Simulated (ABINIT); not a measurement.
Crystal: BN.

```
N B
1.0
     2.49824    0.00000    0.00000
    -1.24912    2.16354    0.00000
     0.00000    0.00000    6.63570
N B
2 2
Direct
  0.66667 0.33333 0.25000
  0.33333 0.66667 0.75000
  0.66667 0.33333 0.75000
  0.33333 0.66667 0.25000
```

Base run:

```yaml
Program: ABINIT 10.8.3 (patched build)
Functional: PBE
Potentials_or_basis: JTH PAW PBE v2.0
Cutoff: 707 eV
k_mesh: 10 × 10 × 3
Occupations: fermi-dirac, width 0.05 eV
Spin: no spin polarisation
```

Its results: band gap on the k mesh 4.23 eV, indirect (least direct gap 4.67 eV); pressure 5.3 GPa.

Question: After a change of settings the same cell gave: band gap on the k mesh 4.48 eV, indirect (least direct gap 4.69 eV); pressure 5.3 GPa. Which change was it?
A. k mesh from 10 × 10 × 3 to 7 × 7 × 2
B. functional from PBE to rPW86PBE; k mesh from 10 × 10 × 3 to 12 × 12 × 4
C. functional from PBE to PBEsol; k mesh from 10 × 10 × 3 to 12 × 12 × 4
D. functional from PBE to HCTH407; k mesh from 10 × 10 × 3 to 12 × 12 × 4

Answer: A.

Caveats: some runs use coarse meshes; an odd mesh through Γ misses points on the zone boundary, where band edges often lie; this functional lacks dispersion, which binds the layers, so the pressure and a relaxed spacing across them are unreliable; the atomic spheres overlap.
